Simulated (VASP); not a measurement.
The system is ZrS.

```
Zr S
1.0
     0.00000    2.62500    2.62500
     2.62500    0.00000    2.62500
     2.62500    2.62500    0.00000
Zr S
1 1
Cartesian
  0.0000 0.0000 0.0000
  2.6250 2.6250 2.6250
```

| Property | Result |
| --- | --- |
| Program | VASP 6.6.1 |
| Task | relaxation of cell and atoms |
| Functional | BLYP |
| Dispersion | D3(BJ) |
| Potentials or basis | VASP PAW PBE potentials, release 64 (Zr_sv, S) |
| Cutoff | 600 eV |
| k mesh | 9 × 9 × 9 |
| Occupations | fermi-dirac, width 0.05 eV |
| Spin | no spin polarisation |

At the start: pressure -4.9 GPa; volume 18.09 Å³/atom.

Question: How do energy, volume and symmetry change on relaxing?

Answer: Over 3 steps the energy falls by 10.8 meV/atom and the volume is 17.41 Å³/atom (-3.7 %); space group Fm-3m (No. 225, to 0.05 Å).

Step by step:
```
step  energy change (eV)  largest force (eV/Å)  pressure (GPa)  volume (Å³)
   1              0.0000                0.0000           -4.93        36.18
   2              0.0079                0.0000            6.70        33.34
   3             -0.0217                0.0000           -0.04        34.83
```

Final structure:
```
Zr S
1.0
     0.00000    2.59192    2.59192
     2.59192    0.00000    2.59192
     2.59192    2.59192    0.00000
Zr S
1 1
Direct
  0.00000 0.00000 0.00000
  0.50000 0.50000 0.50000
```

Caveat: the PAW data sets were made with another functional, which shifts forces and pressure a little.
